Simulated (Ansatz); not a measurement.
# AgCl: pressure against volume

The task here is to estimate one member of a computed series from the others.

Program: Ansatz 0.2.0. Level of theory: DFT LDA, scalar-relativistic. These are calculated values, not measurements.

## Starting point

It takes space group Fm-3m (No. 225, cubic). The conventional cell has a = 5.546 Å, b = 5.546 Å, c = 5.546 Å, α = 90.00°, β = 90.00°, γ = 90.00°. Ag (site symmetry m-3m) has 6 Cl at 2.77 Å as nearest neighbours. Around Cl (site symmetry m-3m) lie 6 Ag at 2.77 Å.

As a file:

```xyz
2
Lattice="0.0000 2.7731 2.7731 2.7731 0.0000 2.7731 2.7731 2.7731 0.0000" Properties=species:S:1:pos:R:3 pbc="T T T"
Ag    2.7731    2.7731    2.7731
Cl    0.0000    0.0000    0.0000
```

The geometry is a database entry used as it stands. It may stem from high pressure or temperature, or be incomplete, so it serves as a test cell.

Atoms are numbered in the order of the input: Ag1, Cl2.

The first run:

input.yaml

```yaml
crystal:
  lattice:
    - [0.0, 2.7356704056, 2.7356704056]
    - [2.7356704056, 0.0, 2.7356704056]
    - [2.7356704056, 2.7356704056, 0.0]
  atoms:
    - { symbol: Ag, position: [0.5, 0.5, 0.5] }
    - { symbol: Cl, position: [0.0, 0.0, 0.0] }
kpoints:
  mp_grid: { grid: [8, 8, 8] }
scf:
  occupations: { method: fermi_dirac, width: 0.02 }
hamiltonian:
  xc: lda
  pseudopotentials: { kind: all_electron, lapw: { basis_error: 0.0005 } }
output:
  forces: true
  stress: true
  eigenvalues: true
```

Started as:

```console
$ ansatz run input.yaml --threads 1 --pin off --max-ram 3072MiB --backend cpu --events-out ev --progress --plain --runs-dir out
```

Among the steps run: Volume × 0.96, LAPW; Volume × 0.96, PAW; Volume × 0.96, crystal datasets; Volume × 0.98, LAPW; Volume × 0.98, PAW; Volume × 1.02, LAPW; Volume × 1.02, PAW; Volume × 1.04, LAPW; Volume × 1.04, PAW; Volume × 1.04, crystal datasets.

One table of the session follows, with a row left open; its other results are not shown here.

| method | volume (Å³/atom) | pressure (GPa) |
| --- | --- | --- |
| LAPW | 20.473 | -3.80 |
| LAPW | 20.900 | -4.74 |
| LAPW | 21.327 | -5.56 |
| LAPW | 21.753 | -6.28 |
| LAPW | 22.180 | -6.89 |
| PAW | 20.473 | -3.81 |
| PAW | 20.900 | -4.75 |
| PAW | 21.327 | -5.57 |
| PAW | 21.753 | -6.28 |
| PAW | 22.180 | ? |
| crystal datasets | 20.473 | -3.80 |
| crystal datasets | 21.327 | -5.56 |
| crystal datasets | 22.180 | -6.89 |

Q: Estimate the row for PAW, 22.180 from the others.

As computed: pressure (GPa): -6.90. In the column «pressure (GPa)» it is the lowest.

Limits of these values: Warnings in the runs' records: gradients without spin orbit, crystal datasets made.
